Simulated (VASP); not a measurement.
Write the native input for VASP 6.6.1 that does the following.

- Task: relaxation of cell and atoms
- Functional: PBE
- Potentials or basis: VASP PAW PBE potentials, release 64 (W_sv)
- Cutoff: 520 eV
- k mesh: 18 × 18 × 18
- Occupations: gaussian, width 0.1 eV
- Spin: non-collinear spin, zero start, spin-orbit coupling
- Starting moments: [[0.0, 0.0, 0.0]] μB
- Further INCAR settings: ALGO = Normal; EDIFF = 1e-07; IBRION = 2; EDIFFG = -0.002; NSW = 80; ISIF = 3

The structure of W lies in POSCAR:

```
W
1.0
   -1.5823450000      1.5823450000      1.5823450000
    1.5823450000     -1.5823450000      1.5823450000
    1.5823450000      1.5823450000     -1.5823450000
W
1
Direct
    0.0000000000      0.0000000000      0.0000000000
```

The input as run:

INCAR

```
  ALGO = Normal
  EDIFF = 1E-7
  EDIFFG = -0.002
  ENCUT = 520
  GGA = PE
  GGA_COMPAT = F
  IBRION = 2
  ISIF = 3
  ISMEAR = 0
  KPAR = 4
  LASPH = T
  LCHARG = F
  LMAXMIX = 4
  LNONCOLLINEAR = T
  LORBIT = 11
  LREAL = F
  LSORBIT = T
  LWAVE = F
  MAGMOM = 0 0 0
  NELM = 80
  NSW = 80
  PREC = Accurate
  SIGMA = 0.1
```

KPOINTS

```
k-points
0
Gamma
  18 18 18
```

Potentials or basis: VASP PAW PBE potentials, release 64 (W_sv).

Command:

```bash
$ cat potpaw_PBE.64/W_sv/POTCAR > POTCAR
$ mpirun -np 4 vasp_ncl > vasp.out
```

It gave:

The relaxed volume is 16.21 Å³/atom and the relaxed cell is a = 2.762 Å, b = 2.762 Å, c = 2.762 Å, α = 109.47°, β = 109.47°, γ = 109.47°. The space group after relaxing (to 0.05 Å) is Im-3m (No. 229) and the energy gained by relaxing is 8.0 meV/atom. The ionic steps are 4, the pressure after relaxing is 0.0 GPa and the net moment is 0.00 μB per cell. The valence electrons inside the program's atomic spheres are W 12.06.

It took 54 s on 4 MPI ranks on Intel(R) Xeon(R) 6975P-C (Granite Rapids) (shared host), peak memory 0.22 GiB a rank.
